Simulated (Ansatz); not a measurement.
# PbO (CsCl type): the cost of one run

Computed with Ansatz 0.2.0 (DFT PBE, with the methods named in each step, unless a step's input says otherwise).

1 further run of the same task is left out (it didn't finish). Runs told in other sessions of the task aren't counted.

## 1. The starting structure

It takes space group Pm-3m (No. 221, cubic). Conventional cell: a = 3.215 Å, b = 3.215 Å, c = 3.215 Å, α = 90.00°, β = 90.00°, γ = 90.00°. Around Pb (site symmetry m-3m) lie 8 O at 2.78 Å. O (site symmetry m-3m) is surrounded by 8 Pb at 2.78 Å.

Coordinates:

```cif
data_structure
_symmetry_space_group_name_H-M 'Pm-3m'
_symmetry_Int_Tables_number 221
_cell_length_a 3.2147
_cell_length_b 3.2147
_cell_length_c 3.2147
_cell_angle_alpha 90.000
_cell_angle_beta 90.000
_cell_angle_gamma 90.000
_cell_volume 33.22
loop_
_atom_site_label
_atom_site_type_symbol
_atom_site_symmetry_multiplicity
_atom_site_Wyckoff_symbol
_atom_site_fract_x
_atom_site_fract_y
_atom_site_fract_z
_atom_site_occupancy
Pb1 Pb 1 a 0.00000 0.00000 0.00000 1
O1 O 1 b 0.50000 0.50000 0.50000 1
```

The file gives the conventional cell by its symmetry; the runs use the cell typed in the input.

Whether this phase is the stable one at these pressures isn't tested.

Atoms are numbered in the order of the input: Pb1, O2.

## 2. The reference volume, LAPW

input.yaml

```yaml
crystal:
  lattice:
    - [3.214697746, 0.0, 0.0]
    - [0.0, 3.214697746, 0.0]
    - [0.0, 0.0, 3.214697746]
  atoms:
    - { symbol: Pb, position: [0.0, 0.0, 0.0] }
    - { symbol: O, position: [0.5, 0.5, 0.5] }
kpoints:
  mp_grid: { grid: [13, 13, 13] }
  band_path:
    path:
      - [0.0, 0.0, 0.0]
      - [0.0, 0.5, 0.0]
      - [0.5, 0.5, 0.0]
      - [0.0, 0.0, 0.0]
      - [0.5, 0.5, 0.5]
      - [0.0, 0.5, 0.0]
      - [0.5, 0.5, 0.5]
      - [0.5, 0.5, 0.0]
    npoints: 14
scf:
  occupations: { method: fermi_dirac, width: 0.05 }
hamiltonian:
  xc: pbe
  pseudopotentials: { kind: all_electron, lapw: { basis_error: 0.001 } }
output:
  forces: true
  stress: true
  eigenvalues: true
  populations: true
  dos: { projected: true, de: 0.2, e_range: [-14, 8] }
```

Run with:

```
ansatz run input.yaml --threads 1 --pin off --max-ram 2048MiB --backend cpu --events-out ev --progress --plain --runs-dir out
```

**Question.** How long does this run take on 1 thread of Arm Neoverse V1, shared host, and how much memory does it need?

About 24 s, with a peak of 0.38 GiB.
